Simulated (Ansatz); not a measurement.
# ZnS: the cost of one run

Method: DFT PBEsol, scalar-relativistic, in Ansatz 0.2.0.

**1. Starting point**

Symmetry: P6_3mc, No. 186, hexagonal system. Conventional cell: a = 3.811 Å, b = 3.811 Å, c = 6.234 Å, α = 90.00°, β = 90.00°, γ = 120.00°. Zn (site symmetry 3m) is surrounded by 4 S at 2.31 to 2.40 Å. S (site symmetry 3m) has 4 Zn at 2.31 to 2.40 Å as nearest neighbours.

Coordinates:

```
Zn S
1.0
     3.81100    0.00000    0.00000
    -1.90550    3.30042    0.00000
     0.00000    0.00000    6.23400
Zn S
2 2
Direct
  0.33333 0.66667 0.00000
  0.66667 0.33333 0.50000
  0.33333 0.66667 0.38500
  0.66667 0.33333 0.88500
```

Atoms are numbered in the order of the input: Zn1, Zn2, S3, S4.

**2. After the deformation**

Space group P6_3mc before, P1 after.

**3. All-electron LAPW**

input.yaml reads:

```yaml
crystal:
  lattice:
    - [3.8109987816, -0.0190549939, -0.0190549939]
    - [-1.9220014996, 3.3099492556, -0.0069746118]
    - [-0.03117, -0.03117, 6.234]
  atoms:
    - { symbol: Zn, position: [0.3333333333, 0.6666666667, 0.0] }
    - { symbol: Zn, position: [0.6666666667, 0.3333333333, 0.5] }
    - { symbol: S, position: [0.3333333333, 0.6666666667, 0.385] }
    - { symbol: S, position: [0.6666666667, 0.3333333333, 0.885] }
kpoints:
  mp_grid: { grid: [8, 8, 5] }
  band_path:
    path:
      - [0.0, 0.0, 0.0]
      - [0.0, 0.0, 0.5]
      - [-0.5, 0.5, 0.0]
      - [0.0, 0.0, 0.0]
      - [0.0, -0.5, 0.0]
      - [-0.5, 0.0, 0.5]
      - [0.0, 0.0, 0.0]
      - [-0.5, 0.0, 0.0]
      - [0.0, -0.5, 0.5]
    npoints: 5
scf:
  occupations: { method: fermi_dirac, width: 0.03 }
hamiltonian:
  xc: pbesol
  pseudopotentials: { kind: all_electron, lapw: { basis_error: 0.001 } }
output:
  forces: true
  stress: true
  eigenvalues: true
```

On the command line:

```sh
ansatz run input.yaml --threads 1 --pin off --max-ram 6144MiB --backend cpu --events-out ev --progress --plain --runs-dir out
```

Q: Estimate wall time and peak memory on 1 thread of Intel Xeon Platinum 8488C (Sapphire Rapids), shared host.

About 3.1 min, with a peak of 0.98 GiB.
